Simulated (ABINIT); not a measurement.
The system is Sc.

```
CELL_PARAMETERS angstrom
3.30900 0.00000 0.00000
-1.65450 2.86568 0.00000
0.00000 0.00000 5.27330
ATOMIC_POSITIONS crystal
Sc 0.66667 0.33333 0.75000
Sc 0.33333 0.66667 0.25000
```

```yaml
Program: ABINIT 10.8.3 (patched build)
Task: single point
Functional: PBE
Potentials_or_basis: JTH PAW PBE v2.0
Cutoff: 408 eV
k_mesh: 9 × 9 × 5
Occupations: fermi-dirac, width 0.05 eV
Spin: no spin polarisation
```

On this cell: pressure -0.8 GPa; largest force under 0.003 eV/Å; band gap on the k mesh none (metal or under the smearing width).

The same run follows on a disturbed copy (atoms moved at random, drawn with an rms of 0.05 Å):

```
Sc
1.0
     3.30900    0.00000    0.00000
    -1.65450    2.86568    0.00000
     0.00000    0.00000    5.27330
Sc
2
Cartesian
  1.6784 0.9283 3.9355
  0.0074 1.9079 1.3020
```

Problem. What changes?

Solution. The energy (extrapolated to zero smearing) moves by +0.2 meV/atom; pressure -0.8 GPa; largest force 0.038 eV/Å; band gap on the k mesh none (metal or under the smearing width).

Forces on the atoms (eV/Å):
```
Sc  -0.020  0.031  0.011
Sc   0.020 -0.031 -0.011
```

Stress tensor (GPa, compression positive):
```
-0.40  0.07  0.00
 0.07 -0.19  0.00
 0.00  0.00 -1.81
```
